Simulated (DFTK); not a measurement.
Here is a DFTK 0.8.2 calculation.

run.jl

```julia
using DFTK
using PseudoPotentialData
using Unitful, UnitfulAtomic
using LinearAlgebra, Printf
include("save.jl")
disable_threading()

# lattice vectors are the columns
lattice = austrip(1u"Å") * [  2.4561701622  -1.2280850811            0.0;
                      0.0   2.1271057565            0.0;
                      0.0            0.0     8.52380336]
symbols   = [:C, :C]
positions = [[0.6666666667, 0.3333333333, 0.0],
             [0.3333333333, 0.6666666667, 0.0]]
pseudopotentials = PseudoFamily("dojo.nc.sr.pbesol.v0_4_1.standard.upf")
elements = Dict(s => ElementPsp(s, pseudopotentials) for s in unique(symbols))
atoms    = [elements[s] for s in symbols]

build_model(lattice, positions; symmetries=true) =
    model_DFT(lattice, atoms, positions;
              functionals=PBEsol(),
              temperature=austrip(0.05u"eV"),
              smearing=Smearing.FermiDirac(),
              symmetries)
Ecut  = 41.0  # hartree
kgrid = [12, 12, 3]
tol   = 1e-6
to_GPa = ustrip(uconvert(u"GPa", 1u"hartree/bohr^3"))

results["points"] = []
for scale in [0.94, 0.96, 0.98, 1.0, 1.02, 1.04, 1.06]
    println("\n=== scale = ", scale)
    model = build_model(cbrt(scale) * lattice, positions)
    basis = PlaneWaveBasis(model; Ecut, kgrid)
    t0 = time()
    scfres = self_consistent_field(basis;
                                   tol,
                                   nbandsalg=AdaptiveBands(model; n_bands_converge=9))
    seconds = time() - t0
    @printf "SCF: %d iterations, %.1f s\n" scfres.n_iter seconds
    forces = compute_forces_cart(scfres)
    stress = compute_stresses_cart(scfres)
    @printf "V = %.5f Å^3  F = %.8f Ha  max force = %.5f eV/Å  p = %.4f GPa\n" ustrip(auconvert(u"Å^3", model.unit_cell_volume)) scfres.energies.total ustrip(auconvert(u"eV/Å", maximum(norm, forces))) (-tr(stress) / 3 * to_GPa)
    push!(results["points"], save_scf!(scfres; forces, stress, d=Dict{String,Any}("seconds" => seconds, "n_matvec" => get(scfres, :n_matvec, 0))))
end

# third-order Birch-Murnaghan fit in x = V^(-2/3)
V = [0.94, 0.96, 0.98, 1.0, 1.02, 1.04, 1.06] * abs(det(lattice))
E = [p["total"] for p in results["points"]]
x = V .^ (-2 / 3)
c = [x .^ 0 x x .^ 2 x .^ 3] \ E
Δ = c[3]^2 - 3c[2] * c[4]
if Δ > 0
    x0 = (-c[3] + sqrt(Δ)) / 3c[4]
    B0 = 4 / 9 * x0^(7 / 2) * (2c[3] + 6c[4] * x0)
    @printf "V0 = %.4f Å^3  B0 = %.2f GPa\n" ustrip(auconvert(u"Å^3", x0^(-3 / 2))) B0 * to_GPa
end
```

Potentials or basis: dojo.nc.sr.pbesol.v0_4_1.standard.upf (PBEsol).

Command:

```sh
$ julia --threads=1 run.jl  # save.jl only writes the numbers to a file and isn't shown; printed stress counts tension as positive; times include loading and compiling
```

(1) What does it give for the pressure derivative of the bulk modulus?

(2) What does it give for the bulk modulus at fixed shape and positions?

(3) Predict the equilibrium volume.

## Answers

(1) 3.5.

(2) 110 GPa.

(3) 22.43 Å³/atom.

Caveat: the cell was scaled at fixed shape and fractional positions, which overstates the stiffness of a crystal with free parameters, most of all of layers and chains.
